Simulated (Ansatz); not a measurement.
**SiC: band gap under strain**

How does strain move the band edges of SiC built on the zincblende prototype, and do the functionals agree on it? States: -3.5 % biaxial strain in the (111) plane, free along [111]; +4.2 % shear in the xy plane; +3.3 % equal strain in all directions.

Program: Ansatz 0.2.0. PAW datasets, plane waves. The values are computed, spin-unpolarised, and not measurements.

### 1 Starting point

The unstrained cell was relaxed with r2SCAN; in each strained cell the atoms were relaxed again with r2SCAN. Names of k-points are those of the unstrained zone, where strain can split equivalent points. First state: -3.5 % biaxial strain in the (111) plane, free along [111].

Space group R3m (No. 160), trigonal; conventional cell a = 2.974 Å, c = 7.597 Å, 9.70 Å³ an atom. Si has 4 C at 1.84–1.88 Å; C has 4 Si at 1.84–1.88 Å.

The structure in full:

Space group R3m:H (No. 160). a = 2.974 Å, b = 2.974 Å, c = 7.597 Å, α = 90.00°, β = 90.00°, γ = 120.00°
```csv
atom,site,symmetry,x,y,z
Si,3a,3m,0.6667,0.3333,0.3319
C,3a,3m,0.6667,0.3333,0.0848
```

### 2 -3.5 % biaxial strain in the (111) plane, free along [111]: PBE

Input file input.yaml:

```yaml
crystal:
  lattice:
    - [0.0601107117, 2.1630202559, 2.1630202559]
    - [2.1630202559, 0.0601107117, 2.1630202559]
    - [2.1630202559, 2.1630202559, 0.0601107117]
  atoms:
    - { symbol: Si, position: [0.001463524, 0.001463524, 0.001463524] }
    - { symbol: C, position: [0.248536476, 0.248536476, 0.248536476] }
kpoints:
  mp_grid: { grid: [10, 10, 10] }
  band_path:
    path:
      - [0.0, 0.0, 0.0]
      - [-0.5, -0.5, 0.0]
      - [-0.375, -0.375, 0.25]
      - [-0.375, 0.0, 0.375]
      - [0.0, 0.0, 0.5]
      - [-0.5, -0.25, 0.25]
      - [0.0, 0.5, 0.5]
    npoints: 1
hamiltonian:
  xc: pbe
scf:
  occupations: { method: fermi_dirac, width: 0.02 }
  n_extra_bands: 4
output:
  forces: true
  stress: true
  eigenvalues: true
```

On the command line:

```
ansatz run input.yaml --threads 4 --pin off --max-ram 3686MiB --backend cpu --events-out ev --progress --plain --runs-dir out
```

The runs that follow: -3.5 % biaxial strain in the (111) plane, free along [111]: r2SCAN; -3.5 % biaxial strain in the (111) plane, free along [111]: HSE06; +4.2 % shear in the xy plane: PBE; +4.2 % shear in the xy plane: r2SCAN; +4.2 % shear in the xy plane: HSE06; +3.3 % equal strain in all directions: PBE; +3.3 % equal strain in all directions: r2SCAN; +3.3 % equal strain in all directions: HSE06.

Before running it: what results should come out?

**Answer**, as computed:

Least gap in eV (negative: overlap):

| state | PBE | r2SCAN | HSE06 |
| --- | --- | --- | --- |
| -3.5 % biaxial strain in the (111) plane, free along [111] | 1.09 | 1.45 | 1.97 |
| +4.2 % shear in the xy plane | 1.07 | 1.41 | 1.94 |
| +3.3 % equal strain in all directions | 1.44 | 1.77 | 2.28 |

What this shows: Where both were run, the HSE06 gap lies +0.84 to +0.89 eV from PBE's, each on its own k points. In PBE the gap is least under +4.2 % shear in the xy plane (1.07 eV) and largest under +3.3 % equal strain in all directions (1.44 eV).
